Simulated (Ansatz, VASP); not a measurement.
**Two plane-wave programs on SiC**

```
Si C
1.0
     3.07536    0.00000    0.00000
    -1.53768    2.66334    0.00000
     0.00000    0.00000    4.94715
Si C
2 2
Direct
  0.33333 0.66667 0.99849
  0.66667 0.33333 0.49849
  0.33333 0.66667 0.37651
  0.66667 0.33333 0.87651
```

Change from the starting cell: uniaxial_z strain -2.0%.

Alike in both runs: task single point; functional r2SCAN; k mesh 12 × 12 × 6; no spin polarisation.

```csv
,VASP,Ansatz
version,VASP 6.6.1,Ansatz 0.2.0
potentials or method,"VASP PAW PBE potentials, release 64 (Si, C)","plane waves, PAW"
plane-wave cutoff (eV),520,500
occupations,"gaussian, width 0.01 eV",fixed
valence electrons in the cell,16,16
```

Ansatz gave:

```
gap on the k mesh at the Fermi level (eV)       : 2.69
pressure (GPa)                                  : 4.7
largest component of the traceless stress (GPa) : 7.24
```

**Question.** Estimate VASP's values.

**Answer.** gap on the k mesh at the Fermi level (eV): 2.70; pressure (GPa): 4.5; largest component of the traceless stress (GPa): 7.30.

Caveats: the PAW data sets were made with another functional, which shifts forces and pressure a little (VASP). A k mesh can miss the band edges.
